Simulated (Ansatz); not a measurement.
**I in Ansatz: the effect of exact exchange**

I:

```
I
1.0
     3.63503   -2.39502    0.00000
     3.63503    2.39502    0.00000
     0.00000    0.00000    9.79344
I
4
Direct
  0.64930 0.35070 0.38440
  0.14930 0.85070 0.11560
  0.35070 0.64930 0.61560
  0.85070 0.14930 0.88440
```

Alike in all runs:

* Program: Ansatz 0.2.0
* Task: single point
* Functional: HSE06 form with a typed share of exact exchange
* Potentials or basis: Ansatz PAW
* Cutoff: 420 eV (not typed: the program's choice for these potentials)
* k mesh: 4 × 4 × 2
* Occupations: fermi-dirac, width 0.05 eV
* Spin: no spin polarisation

Question: One run gave: gap on the mesh 1.98 eV; pressure 1.1 GPa; largest force 0.40 eV/Å. Which exact exchange did it use?
A. 0.05
B. 0.2
C. 0.15
D. 0.1

Answer: B.

```csv
exact exchange,gap on the mesh (eV),pressure (GPa),largest force (eV/Å)
0.05,1.46,1.6,0.73
0.1,1.63,1.5,0.62
0.15,1.80,1.3,0.51
0.2,1.98,1.1,0.40
```

Caveats: spin-orbit coupling is left out, which moves the levels of the heavy elements; the PAW data sets come from PBE, with cores solved anew for the run's functional, which leaves a small shift of forces and pressure; the thresholds are loose for stress.

A k mesh can miss the band edges.
